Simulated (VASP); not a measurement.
Input of a VASP 6.6.1 run:

INCAR

```
SYSTEM = HfSiO4
ALGO = Normal
EDIFF = 1E-6
ENCUT = 900
GGA = PS
ISIF = 2
ISMEAR = 0
LASPH = .True.
LCHARG = .False.
LREAL = .False.
LWAVE = .False.
NELM = 80
PREC = Accurate
SIGMA = 0.02
```

The input KPOINTS:

```
k-points
0
Gamma
  6 6 6
  0 0 0
```

POSCAR

```
HfSiO4
1.0
   -3.2794400000      3.2794400000      2.9794000000
    3.2794400000     -3.2794400000      2.9794000000
    3.2794400000      3.2794400000     -2.9794000000
Hf Si O
2 2 8
Direct
    0.0000000000      0.0000000000      0.0000000000
    0.7500000000      0.2500000000      0.5000000000
    0.2500000000      0.7500000000      0.5000000000
    0.5000000000      0.5000000000      0.0000000000
    0.1321300000      0.3174500000      0.8146800000
    0.0674500000      0.7527700000      0.6853200000
    0.0674500000      0.3821300000      0.3146800000
    0.5027700000      0.3174500000      0.1853200000
    0.6825500000      0.4972300000      0.8146800000
    0.6178700000      0.9325500000      0.6853200000
    0.2472300000      0.9325500000      0.3146800000
    0.6825500000      0.8678700000      0.1853200000
```

Potentials or basis: VASP PAW PBE potentials, release 64 (Hf_pv, Si, O_h).

Run with:

```console
$ cat potpaw_PBE.64/Hf_pv/POTCAR potpaw_PBE.64/Si/POTCAR potpaw_PBE.64/O_h/POTCAR > POTCAR
$ mpirun -np 1 vasp_std > vasp.out
```

Question: What does it give for the pressure?

Answer: -0.5 GPa.

Question: Predict the band gap on the k mesh.

Answer: 5.40 eV, indirect (least direct gap 5.77 eV).

Question: Estimate the largest force.

Answer: 0.035 eV/Å.

Forces in eV/Å, atoms in the order of the input:
```
Hf   0.000  0.000  0.000
Hf   0.000  0.000  0.000
Si   0.000  0.000  0.000
Si   0.000  0.000  0.000
O    0.000  0.031  0.016
O   -0.031  0.000  0.016
O    0.031  0.000  0.016
O    0.000 -0.031  0.016
O    0.031  0.000 -0.016
O    0.000 -0.031 -0.016
O    0.000  0.031 -0.016
O   -0.031  0.000 -0.016
```

Caveat: the cutoff is under 1.25 times the usual one of these potentials, so pressure, stress and relaxed cells hold a basis-set (Pulay) error; the PAW data sets were made with another functional, which shifts forces and pressure a little; spin-orbit coupling is left out, which moves the levels of the heavy elements. A k mesh can miss the band edges.
